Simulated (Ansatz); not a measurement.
Bulk crystal (Cu) after relaxation:

```
Cu
1.0
     2.56801    0.00000    0.00000
    -1.28401    2.22396    0.00000
     0.00000    0.00000    4.19353
Cu
2
Direct
  0.33333 0.66667 0.25000
  0.66667 0.33333 0.75000
```

Miller indices refer to the conventional cell of P6_3/mmc (No. 194), a = 2.568 Å, b = 2.568 Å, c = 4.194 Å, α = 90.00°, β = 90.00°, γ = 120.00°.

The (001) slab of 5 planes, 8.4 Å thick with 15 Å of vacuum as cut; outer planes Cu (top) and Cu (bottom).

These are results of Ansatz 0.2.0, DFT PBE, scalar-relativistic, plane waves, PAW, not measurements. Cutoff 420 eV; k points 15×15×1 on the computed 5-atom cell (Γ-centred); Gaussian smearing, width 0.10 eV; no spin polarisation. The cell repeats along c with a dipole correction in the vacuum.

With the atoms at the bulk's places:

For the slab as cut, the surface energy (mean of both faces) is 1.29 J/m² and the work function is 4.81 eV.

**Question.** What changes when all atoms relax within this surface cell and its symmetry?

**Answer.** The energy falls by 0.001 J/m² a face, and the largest move is 0.01 Å.

```json
{"Surface energy (mean of both faces)": "1.29 J/m²", "Work function": "4.81 eV"}
```

```json
{"plane (bottom to top)": "1", "atoms": "Cu", "spacing to next, bulk (Å)": "2.097", "relaxed (Å)": "2.082", "change (%)": "-0.7"}
{"plane (bottom to top)": "2", "atoms": "Cu", "spacing to next, bulk (Å)": "2.097", "relaxed (Å)": "2.102", "change (%)": "+0.3"}
{"plane (bottom to top)": "3", "atoms": "Cu", "spacing to next, bulk (Å)": "2.097", "relaxed (Å)": "2.102", "change (%)": "+0.3"}
{"plane (bottom to top)": "4", "atoms": "Cu", "spacing to next, bulk (Å)": "2.097", "relaxed (Å)": "2.082", "change (%)": "-0.7"}
{"plane (bottom to top)": "5", "atoms": "Cu", "spacing to next, bulk (Å)": "", "relaxed (Å)": "", "change (%)": ""}
```

The reference crystal is a form of Cu, which isn't its usual structure.